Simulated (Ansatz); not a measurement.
`CC/C=C/[SiH3]` + `[OH][GeH]([OH])[GeH3]` → `[OH][Ge]([OH])([SiH3])[GeH3]` + `C=CCC`  (formal exchange of groups at the Si–C bond)

Program: Ansatz. Geometries: PBE0-D4/def2-TZVP. ΔE: electronic, gas phase. CCSD(T)/CBS is the MP2 limit (def2-TZVPP, def2-QZVPP) plus CCSD(T) − MP2 in def2-TZVPP, frozen cores. Functionals use def2-TZVPP. For Ge outer-core shells are correlated without core-valence functions, which leaves a few kJ/mol of doubt a bond. Scalar relativity is left out up to krypton. One conformer a species, not always the lowest.

```csv
species,r2SCAN-D4 energy (Eh)
`CC/C=C/[SiH3]`,-447.85196
`[OH][GeH]([OH])[GeH3]`,-4308.09631
`[OH][Ge]([OH])([SiH3])[GeH3]`,-4598.78003
`C=CCC`,-157.17444
```

(1) Work out ΔE.

Largest T1 diagnostic among the species: 0.013.

Results:

(1) ΔE = (-4598.78003) + (-157.17444) − (-447.85196) − (-4308.09631) = -0.00620 Eh = -16.3 kJ/mol. CCSD(T)/CBS gives -14.0 kJ/mol.

In def2-TZVPP, CCSD(T) changes the Hartree–Fock value by −11.3 kJ/mol (the triples alone add −1.3 kJ/mol) and MP2 by −7.5 kJ/mol. From PBE to PBE0 (25 % exact exchange), in def2-TZVPP and without D4, ΔE moves by +4.6 kJ/mol.
